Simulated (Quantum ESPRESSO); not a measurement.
Input of a Quantum ESPRESSO 7.5 run:

File pw.in:

```
&CONTROL
  calculation = 'scf'
  prefix = 'pwscf'
  outdir = './tmp'
  pseudo_dir = './pseudo'
  tprnfor = .true.
  tstress = .true.
  disk_io = 'low'
/
&SYSTEM
  ibrav = 0
  nat = 3
  ntyp = 2
  ecutwfc = 45
  ecutrho = 360
  nbnd = 20
  occupations = 'smearing'
  smearing = 'fd'
  degauss = 0.00367493
/
&ELECTRONS
  conv_thr = 6d-10
  electron_maxstep = 120
  mixing_beta = 0.5
/
ATOMIC_SPECIES
Pb   207.2000 pb_pbesol_v1.uspp.F.UPF
O     15.9990 o_pbesol_v1.2.uspp.F.UPF
CELL_PARAMETERS angstrom
   0.0000000000    2.7019920000    2.7019920000
   2.7019920000    0.0000000000    2.7019920000
   2.7019920000    2.7019920000    0.0000000000
ATOMIC_POSITIONS crystal
Pb     0.0000000000    0.0000000000    0.0000000000
O      0.7500000000    0.7500000000    0.7500000000
O      0.2500000000    0.2500000000    0.2500000000
K_POINTS automatic
9 9 9 0 0 0
```

The input pp_density.in:

```
&INPUTPP
  prefix = 'pwscf'
  outdir = './tmp'
  filplot = 'density.dat'
  plot_num = 0
/
&PLOT
  nfile = 1
  filepp(1) = 'density.dat'
  iflag = 3
  output_format = 6
  fileout = 'density.cube'
/
```

The input pp_potential.in:

```
&INPUTPP
  prefix = 'pwscf'
  outdir = './tmp'
  filplot = 'potential.dat'
  plot_num = 11
/
&PLOT
  nfile = 1
  filepp(1) = 'potential.dat'
  iflag = 3
  output_format = 6
  fileout = 'potential.cube'
/
```

Potentials or basis: GBRV 1.5 PBEsol.

The run is started by

```bash
$ OMP_NUM_THREADS=1 mpirun -n 2 pw.x -nk 2 -in pw.in > pw.out
$ OMP_NUM_THREADS=1 mpirun -n 1 pp.x -in pp_density.in > pp_density.out
$ OMP_NUM_THREADS=1 mpirun -n 1 pp.x -in pp_potential.in > pp_potential.out
```

Predict the band gap on the k mesh.

none (metal or under the smearing width).

Estimate the pressure.

-6.2 GPa.

The run has no spin-orbit coupling, so splittings on Pb are missing.
